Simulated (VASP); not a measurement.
# CdSe (P6_3mc) in VASP: a series of runs

The runs below take CdSe through single point, with PBE.

All numbers are computed with VASP 6.6.1; they aren't measurements. Logs are shortened: lines on timing, memory, paths and dates and some standing lists are left out, and cuts for length are marked.

**The experiment to reproduce.**

From a printed reference work, data compilation, for a bulk crystal of CdSe at 2 K: band gap 1.841 eV.

The runs below are set against these values where they give the same quantity.

**1. The cell of the first run**

It takes space group P6_3mc (No. 186, hexagonal). Conventional cell: a = 4.383 Å, b = 4.383 Å, c = 7.156 Å, α = 90.00°, β = 90.00°, γ = 120.00°. Within 3.5 Å of Cd (site symmetry 3m) lie 4 Se at 2.68 to 2.69 Å. Se (site symmetry 3m) has 4 Cd at 2.68 to 2.69 Å within 3.5 Å.

**2. Single point, PBE**

Contents of INCAR:

```
  ALGO = Normal
  EDIFF = 1E-6
  ENCUT = 500
  GGA = PE
  GGA_COMPAT = F
  ISIF = 2
  ISMEAR = 0
  LASPH = T
  LCHARG = F
  LREAL = F
  LWAVE = F
  NBANDS = 26
  NELM = 120
  PREC = Accurate
  SIGMA = 0.02
```

Contents of KPOINTS:

```
k-points
0
Gamma
  12 12 6
```

Contents of POSCAR:

```
CdSe
1.0
    4.3830158721      0.0000000000      0.0000000000
   -2.1915079360      3.7958030904      0.0000000000
    0.0000000000      0.0000000000      7.1555019089
Cd Se
2 2
Direct
    0.3333333333      0.6666666667      0.0046390313
    0.6666666667      0.3333333333      0.5046390313
    0.3333333333      0.6666666667      0.3803609687
    0.6666666667      0.3333333333      0.8803609687
```

Potentials or basis: VASP PAW PBE potentials, release 64 (Cd, Se).

The run is started by

```console
cat potpaw_PBE.64/Cd/POTCAR potpaw_PBE.64/Se/POTCAR > POTCAR
mpirun -np 1 vasp_std > vasp.out
```

OUTCAR:

```text
EDIFF = 1E-6
   ENCUT = 500
   GGA = PE
   ISIF = 2
   ISMEAR = 0
   LASPH = T
   LREAL = F
   NELM = 120
   PREC = Accurate

 ion  position               nearest neighbor table
   1  0.333  0.667  0.005-   4 2.68   4 2.68   4 2.68   3 2.69
   2  0.667  0.333  0.505-   3 2.68   3 2.68   3 2.68   4 2.69
   3  0.333  0.667  0.380-   2 2.68   2 2.68   2 2.68   1 2.69
   4  0.667  0.333  0.880-   1 2.68   1 2.68   1 2.68   2 2.69

  LATTYP: Found a hexagonal cell.
 ALAT       =     4.3830158721
 C/A-ratio  =     1.6325521325

  Lattice vectors:

 A1 = (   4.3830158721,   0.0000000000,   0.0000000000)
 A2 = (  -2.1915079360,   3.7958030904,   0.0000000000)
 A3 = (   0.0000000000,   0.0000000000,   7.1555019089)

Analysis of symmetry for initial positions (statically):
=====================================================================
 Subroutine PRICEL returns:
 Original cell was already a primitive cell.

 Routine SETGRP: Setting up the symmetry group for a
 hexagonal supercell.

 Subroutine GETGRP returns: Found 12 space group operations
 (whereof  6 operations were pure point group operations)
 out of a pool of 24 trial point group operations.

The static configuration has the point symmetry C_3v.
 The point group associated with its full space group is C_6v.

Analysis of symmetry for dynamics (positions and initial velocities):
=====================================================================
 Subroutine PRICEL returns:
 Original cell was already a primitive cell.

 Routine SETGRP: Setting up the symmetry group for a
 hexagonal supercell.

 Subroutine GETGRP returns: Found 12 space group operations
 (whereof  6 operations were pure point group operations)
 out of a pool of 24 trial point group operations.

The dynamic configuration has the point symmetry C_3v.
 The point group associated with its full space group is C_6v.

 Subroutine INISYM returns: Found 12 space group operations
 (whereof  6 operations are pure point group operations),
 and found     1 'primitive' translations

----------------------------------------------------------------------------------------

                                     Primitive cell

  volume of cell :     119.0466

  direct lattice vectors                    reciprocal lattice vectors
     4.383015872  0.000000000  0.000000000     0.228153406  0.131724430  0.000000000
    -2.191507936  3.795803090  0.000000000     0.000000000  0.263448861  0.000000000
     0.000000000  0.000000000  7.155501909     0.000000000  0.000000000  0.139752601

  length of vectors
     4.383015872  4.383015872  7.155501909     0.263448861  0.263448861  0.139752601

  position of ions in fractional coordinates (direct lattice)
     0.333333333  0.666666667  0.004639031
     0.666666667  0.333333333  0.504639031
     0.333333333  0.666666667  0.380360969
     0.666666667  0.333333333  0.880360969

  ion indices of the primitive-cell ions
   primitive index   ion index
                 1           1
                 2           2
                 3           3
                 4           4

----------------------------------------------------------------------------------------

 KPOINTS: k-points

Automatic generation of k-mesh.
 Grid dimensions read from file:
 generate k-points for:   12   12    6

 Generating k-lattice:

  Cartesian coordinates                     Fractional coordinates (reciprocal lattice)
     0.019012784  0.010977036  0.000000000     0.083333333 -0.000000000  0.000000000
     0.000000000  0.021954072  0.000000000     0.000000000  0.083333333  0.000000000
     0.000000000  0.000000000  0.023292100     0.000000000  0.000000000  0.166666667

  Length of vectors
     0.021954072  0.021954072  0.023292100

  Shift w.r.t. Gamma in fractional coordinates (k-lattice)
     0.000000000  0.000000000  0.000000000

 Subroutine IBZKPT returns following result:
 ===========================================

 Found     76 irreducible k-points:

 Following reciprocal coordinates:
            Coordinates               Weight
  0.000000  0.000000  0.000000      1.000000
  0.083333 -0.000000  0.000000      6.000000
  0.166667  0.000000  0.000000      6.000000
  0.250000  0.000000  0.000000      6.000000
  0.333333  0.000000  0.000000      6.000000
  0.416667 -0.000000  0.000000      6.000000
[... 16 lines left out ...]
  0.250000  0.000000  0.166667     12.000000
  0.333333  0.000000  0.166667     12.000000
 [... further k-points ...]
   k-points           NKPTS =     76   k-points in BZ     NKDIM =     76   number of bands    NBANDS=     26
   number of dos      NEDOS =    301   number of ions     NIONS =      4
   total plane-waves  NPLWV =  55296
   dimension x,y,z NGX =    32 NGY =   32 NGZ =   54
   dimension x,y,z NGXF=    64 NGYF=   64 NGZF=  108
   ions per type =               2   2
   NGX,Y,Z   is equivalent  to a cutoff of  12.14, 12.14, 12.55 a.u.
   NGXF,Y,Z  is equivalent  to a cutoff of  24.27, 24.27, 25.09 a.u.
 SYSTEM =  unknown system
   PREC   = accura    normal or accurate (medium, high low for compatibility)
   ISTART =      0    job   : 0-new  1-cont  2-samecut
   ICHARG =      2    charge: 1-file 2-atom 10-const
   ISPIN  =      1    spin polarized calculation?
   LNONCOLLINEAR =      F non collinear calculations
   LSORBIT =      F    spin-orbit coupling
   LASPH  =      T    aspherical Exc in radial PAW
   ENCUT  =  500.0 eV  36.75 Ry    6.06 a.u.   7.99  7.99 13.05*2*pi/ulx,y,z
   NELM   =    120;   NELMIN=  2; NELMDL= -5     # of ELM steps
   EDIFF  = 0.1E-05   stopping-criterion for ELM
   LREAL  =      F    real-space projection
   EDIFFG = 0.1E-04   stopping-criterion for IOM
   NSW    =      0    number of steps for IOM
   IBRION =     -1    ionic relax: 0-MD 1-quasi-New 2-CG
   NFREE  =      0    steps in history (QN), initial steepest desc. (CG)
   ISIF   =      2    stress and relaxation
   ISYM   =      2    0-nonsym 1-usesym 2-fastsym
   POTIM  = 0.5000    time-step for ionic-motion
   TEBEG  =    0.0;   TEEND  =   0.0 temperature during run
   PSTRESS=    0.0 pullay stress
   NELECT =      36.0000    total number of electrons
   NUPDOWN=      -1.0000    fix difference up-down
   EMIN   =  10.00;   EMAX   =-10.00  energy-range for DOS
   EFERMI =   0.00;   METHOD = LEGACY
   ISMEAR =     0;   SIGMA  =   0.02  broadening in eV -4-tet -1-fermi 0-gaus
   EFERMI_NEDOS =   21; number of points for ismear=-14 and -15
   IALGO  =     38    algorithm
   IMIX   =      4    mixing-type and parameters
     AMIX     =   0.40;   BMIX     =  1.00
     AMIX_MAG =   1.60;   BMIX_MAG =  1.00
  volume/ion in A,a.u.               =      29.76       200.84
  Fermi-wavevector in a.u.,A,eV,Ry     =   1.098846  2.076517 16.428517  1.207462
  Thomas-Fermi vector in A             =   2.235230
   LORBIT       =      0    0 simple, 1 ext, 2 COOP (PROOUT), +10 PAW based schemes
   GGA     = PE    functional components
   LHFCALC =     F    Hartree Fock is set to
   AEXX    =    0.0000 exact exchange contribution
   IVDW    =     0    specifies the selected vdW correction
   LEPSILON=     F    determine dielectric tensor
   LRPA    =     F    only Hartree local field effects (RPA)
 non-spin polarized calculation
 Gauss-broadening in eV      SIGMA  =   0.02
  energy-cutoff  :      500.00
  volume of cell :      119.05
 maximum number of plane-waves:      3045
 NGX is ok and might be reduce to    32
   NGX = 15   NGY = 15   NGZ = 27

 number of electron      35.9999996 magnetization

 Free energy of the ion-electron system (eV)
  ---------------------------------------------------
  ext. energy  EPLUGINS =         0.00000000
  ---------------------------------------------------
  free energy    TOTEN  =       -10.99556167 eV

  energy without entropy =      -10.99556167  energy(sigma->0) =      -10.99556167

 E-fermi :   0.6416     XC(G=0):  -8.6256

 val. band max:        0.5144702496   @ k =   0.0000   0.0000   0.0000
 cond. band min:       1.0551768322   @ k =   0.0000   0.0000   0.0000
 fundamental gap:      0.5407065826
 Fermi energy:         0.6416292034

 k-point     1 :       0.0000    0.0000    0.0000
  band No.  band energies     occupation
      1     -11.7857      2.00000
      2     -11.4568      2.00000
      3      -7.2417      2.00000
      4      -7.2363      2.00000
      5      -7.2363      2.00000
      6      -7.1787      2.00000
[... 18 lines left out ...]
     25       7.4706      0.00000
     26       8.0111      0.00000

 k-point     2 :       0.0833   -0.0000    0.0000
  band No.  band energies     occupation
      1     -11.7666      2.00000
      2     -11.4480      2.00000
      3      -7.2364      2.00000
      4      -7.2295      2.00000
      5      -7.2204      2.00000
      6      -7.1704      2.00000
[... 18 lines left out ...]
     25       7.6255      0.00000
     26       7.8969      0.00000

 k-point     3 :       0.1667    0.0000    0.0000
  band No.  band energies     occupation
      1     -11.7134      2.00000
      2     -11.4245      2.00000
      3      -7.2196      2.00000
      4      -7.2118      2.00000
      5      -7.1762      2.00000
      6      -7.1447      2.00000
[... 18 lines left out ...]
     25       7.6502      0.00000
     26       8.0546      0.00000

 k-point     4 :       0.2500    0.0000    0.0000
  band No.  band energies     occupation
      1     -11.6376      2.00000
      2     -11.3948      2.00000
      3      -7.1990      2.00000
      4      -7.1904      2.00000
      5      -7.1217      2.00000
      6      -7.1099      2.00000
[... 18 lines left out ...]
     25       7.8234      0.00000
     26       8.4069      0.00000
[... 496 lines left out ...]
      1     -11.6936      2.00000
      2     -11.4431      2.00000
      3      -7.2129      2.00000
      4      -7.2079      2.00000
      5      -7.1681      2.00000
      6      -7.1494      2.00000
[... 18 lines left out ...]
     25       7.7626      0.00000
     26       7.9161      0.00000

 k-point    23 :       0.2500    0.0000    0.1667
  band No.  band energies     occupation
      1     -11.6206      2.00000
      2     -11.4101      2.00000
      3      -7.1943      2.00000
      4      -7.1853      2.00000
      5      -7.1265      2.00000
      6      -7.1155      2.00000
[... 18 lines left out ...]
     25       7.8629      0.00000
     26       8.5213      0.00000

 k-point    24 :       0.3333    0.0000    0.1667
  band No.  band energies     occupation
      1     -11.5427      2.00000
      2     -11.3811      2.00000
      3      -7.1790      2.00000
      4      -7.1665      2.00000
      5      -7.0926      2.00000
      6      -7.0826      2.00000
[... 18 lines left out ...]
     25       8.0346      0.00000
     26       8.8126      0.00000

 [... further k-points ...]

------------------------ aborting loop because EDIFF is reached ----------------------------------------

  FORCE on cell =-STRESS in cart. coord.  units (eV):
  Direction    XX          YY          ZZ          XY          YZ          ZX
  --------------------------------------------------------------------------------------
  -------------------------------------------------------------------------------------
  Total        0.1750405      0.1750405      0.1743504      0.0000000     -0.0000000      0.0000000
  in kB        2.3557663      2.3557663      2.3464799      0.0000000     -0.0000000      0.0000000
  external PRESSURE =       2.3526708 kB  Pullay stress =       0.0000000 kB

 VOLUME and BASIS-vectors are now :
 -----------------------------------------------------------------------------
  energy-cutoff  :      500.00
  volume of cell :      119.05
      direct lattice vectors                 reciprocal lattice vectors
     4.383015872  0.000000000  0.000000000     0.228153406  0.131724430  0.000000000
    -2.191507936  3.795803090  0.000000000     0.000000000  0.263448861  0.000000000
     0.000000000  0.000000000  7.155501909     0.000000000  0.000000000  0.139752601

 POSITION                                       TOTAL-FORCE (eV/Angst)
 -----------------------------------------------------------------------------------
     -0.00000      2.53054      0.03319         0.000000     -0.000000      0.000702
      2.19151      1.26527      3.61095        -0.000000      0.000000      0.000702
     -0.00000      2.53054      2.72167         0.000000      0.000000     -0.000702
      2.19151      1.26527      6.29942         0.000000      0.000000     -0.000702
 -----------------------------------------------------------------------------------
    total drift:                               -0.000000     -0.000000      0.000388

  FREE ENERGIE OF THE ION-ELECTRON SYSTEM (eV)
  ---------------------------------------------------
  free  energy   TOTEN  =       -10.9955616686 eV

  energy  without entropy=      -10.9955616686  energy(sigma->0) =      -10.99556167
```

It took 4.2 min on 1 thread of Oxide Virtual Turin-like, shared host; peak memory 0.3 GiB.

What came out:

| Quantity | Value |
| --- | --- |
| Free energy | -10.9956 eV |
| Pressure | 0.2 GPa |
| Band gap on the k mesh | 0.54 eV |

Levels at points of the mesh, in eV from the valence-band top:
| k point | band 15 | band 16 | band 17 | band 18 | band 19 | band 20 | band 21 | band 22 |
| --- | --- | --- | --- | --- | --- | --- | --- | --- |
| (0.00, 0.00, 0.00) | -0.69 | -0.04 | 0.00 | 0.00 | 0.54 | 2.14 | 5.85 | 5.85 |
| (0.50, 0.00, 0.00) | -2.42 | -1.67 | -1.20 | -0.68 | 3.09 | 3.33 | 4.78 | 5.93 |
| (0.00, 0.00, 0.50) | -0.36 | -0.36 | -0.36 | -0.36 | 2.26 | 2.26 | 5.76 | 5.76 |
| (0.50, 0.00, 0.50) | -1.24 | -1.24 | -1.21 | -1.21 | 2.90 | 2.90 | 4.83 | 4.83 |

Caveat: semilocal functionals underestimate gaps, and a narrow one can read as zero.

**3. Single point, PBE**

Contents of INCAR:

```
SYSTEM = CdSe
  ALGO = Normal
  EDIFF = 1E-6
  ENCUT = 500
  GGA = PE
  GGA_COMPAT = .FALSE.
  ISIF = 2
  ISMEAR = 0
  LASPH = .TRUE.
  LCHARG = .FALSE.
  LREAL = .FALSE.
  LWAVE = .FALSE.
  NBANDS = 26
  NELM = 120
  PREC = Accurate
  SIGMA = 0.02
```

Contents of KPOINTS:

```
k-points
0
G
  15 15 8
  0 0 0
```

POSCAR is that of step 2.

Potentials or basis: VASP PAW PBE potentials, release 64 (Cd, Se).

The run is started by

```console
cat potpaw_PBE.64/Cd/POTCAR potpaw_PBE.64/Se/POTCAR > POTCAR
mpirun -np 1 vasp_std > vasp.out
```

OUTCAR:

```text
SYSTEM = CdSe
   EDIFF = 1E-6
   ENCUT = 500
   GGA = PE
   ISIF = 2
   ISMEAR = 0
   LASPH = .TRUE.
   LREAL = .FALSE.
   NELM = 120
   PREC = Accurate

 ion  position               nearest neighbor table
   1  0.333  0.667  0.005-   4 2.68   4 2.68   4 2.68   3 2.69
   2  0.667  0.333  0.505-   3 2.68   3 2.68   3 2.68   4 2.69
   3  0.333  0.667  0.380-   2 2.68   2 2.68   2 2.68   1 2.69
   4  0.667  0.333  0.880-   1 2.68   1 2.68   1 2.68   2 2.69

  LATTYP: Found a hexagonal cell.
[... 896 lines left out ...]

  FORCE on cell =-STRESS in cart. coord.  units (eV):
  Direction    XX          YY          ZZ          XY          YZ          ZX
  --------------------------------------------------------------------------------------
  -------------------------------------------------------------------------------------
  Total        0.1757183      0.1757183      0.1748228      0.0000000     -0.0000000      0.0000000
  in kB        2.3648890      2.3648890      2.3528366      0.0000000     -0.0000000      0.0000000
  external PRESSURE =       2.3608716 kB  Pullay stress =       0.0000000 kB

 VOLUME and BASIS-vectors are now :
 -----------------------------------------------------------------------------
  energy-cutoff  :      500.00
  volume of cell :      119.05
      direct lattice vectors                 reciprocal lattice vectors
     4.383015872  0.000000000  0.000000000     0.228153406  0.131724430  0.000000000
    -2.191507936  3.795803090  0.000000000     0.000000000  0.263448861  0.000000000
     0.000000000  0.000000000  7.155501909     0.000000000  0.000000000  0.139752601

 POSITION                                       TOTAL-FORCE (eV/Angst)
 -----------------------------------------------------------------------------------
     -0.00000      2.53054      0.03319        -0.000000      0.000000      0.000704
      2.19151      1.26527      3.61095         0.000000     -0.000000      0.000704
     -0.00000      2.53054      2.72167         0.000000      0.000000     -0.000704
      2.19151      1.26527      6.29942         0.000000      0.000000     -0.000704
 -----------------------------------------------------------------------------------
    total drift:                               -0.000000     -0.000000      0.000386

  FREE ENERGIE OF THE ION-ELECTRON SYSTEM (eV)
  ---------------------------------------------------
  free  energy   TOTEN  =       -10.9956719728 eV

  energy  without entropy=      -10.9956719728  energy(sigma->0) =      -10.99567197
```

stdout:

```text
POSCAR found type information on POSCAR CdSe
 POSCAR found :  2 types and       4 ions
 scaLAPACK will be used
 LDA part: xc-table for (Slater+PW92), standard interpolation
 POSCAR, INCAR and KPOINTS ok, starting setup
 FFT: planning ... GRIDC
 FFT: planning ... GRID_SOFT
 FFT: planning ... GRID
 WAVECAR not read
 entering main loop
```

Wall time 6.7 min (1 thread of Oxide Virtual Turin-like, shared host); peak memory 0.43 GiB.

What came out:

- Free energy: -10.9957 eV
- Pressure: 0.2 GPa
- Band gap on the k mesh: 0.54 eV

Levels at points of the mesh, in eV from the valence-band top:
```
           k point  band 16  band 17  band 18  band 19  band 20  band 21
(0.00, 0.00, 0.00)    -0.04     0.00     0.00     0.54     2.14     5.85
(0.00, 0.00, 0.50)    -0.36    -0.36    -0.36     2.26     2.26     5.76
```

Caveat: semilocal functionals underestimate gaps, and a narrow one can read as zero.

**4. How close it comes**

Step 2. Against the measured gap of CdSe, 1.841 eV (2 K; a printed reference work, data compilation), the calculated 0.54 eV is off by -1.30 eV. So large a miss can be the level of theory's own, or it may mean another phase, state or a wrong row. Spin-orbit coupling on Cd, Se is left out. The value is that of PBE, without temperature or zero-point motion. Semilocal functionals fall short of measured gaps as a rule.

Step 3. Against the measured gap of CdSe, 1.841 eV (2 K; a printed reference work, data compilation), the calculated 0.54 eV is off by -1.30 eV. So large a miss can be the level of theory's own, or it may mean another phase, state or a wrong row. Spin-orbit coupling on Cd, Se is left out. The value is that of PBE on a finite k mesh, which can miss the band edges, without temperature or zero-point motion. Semilocal functionals fall short of measured gaps as a rule.
